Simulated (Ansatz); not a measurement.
# AgI: the cost of one run

Program: Ansatz 0.2.0. Level of theory: reference: DFT, HSE06, plane waves, PAW. These are calculated values, not measurements.

## Step 1: The starting structure

It takes space group F-43m (No. 216, cubic). The conventional cell has a = 6.577 Å, b = 6.577 Å, c = 6.577 Å, α = 90.00°, β = 90.00°, γ = 90.00°. Ag (site symmetry -43m) is surrounded by 4 I at 2.85 Å. I (site symmetry -43m) is surrounded by 4 Ag at 2.85 Å.

Structure file:

```
Ag I
1.0
     0.00000    3.28857    3.28857
     3.28857    0.00000    3.28857
     3.28857    3.28857    0.00000
Ag I
1 1
Cartesian
  0.0000 0.0000 0.0000
  1.6443 1.6443 1.6443
```

## Step 2: Reference

Input file input.yaml:

```yaml
crystal:
  lattice:
    - [0.0, 3.2885749246, 3.2885749246]
    - [3.2885749246, 0.0, 3.2885749246]
    - [3.2885749246, 3.2885749246, 0.0]
  atoms:
    - { symbol: Ag, position: [0.0, 0.0, 0.0] }
    - { symbol: I, position: [0.25, 0.25, 0.25] }
kpoints:
  mp_grid: { grid: [4, 4, 4] }
hamiltonian:
  xc: hse06
scf:
  occupations: { method: fixed }
  n_extra_bands: 4
output:
  forces: true
  stress: true
  eigenvalues: true
  write_density: true
  write_potential: true
  elf: true
  volumetric_format: npy
```

Run with:

```bash
ansatz run input.yaml --threads 4 --pin off --max-ram 3686MiB --backend cpu --events-out ev --progress --plain --runs-dir out
```

**Question.** How long does this run take on 4 threads of Arm Neoverse N1, shared host, and how much memory does it need?

About 15 s, with a peak of 0.93 GiB.
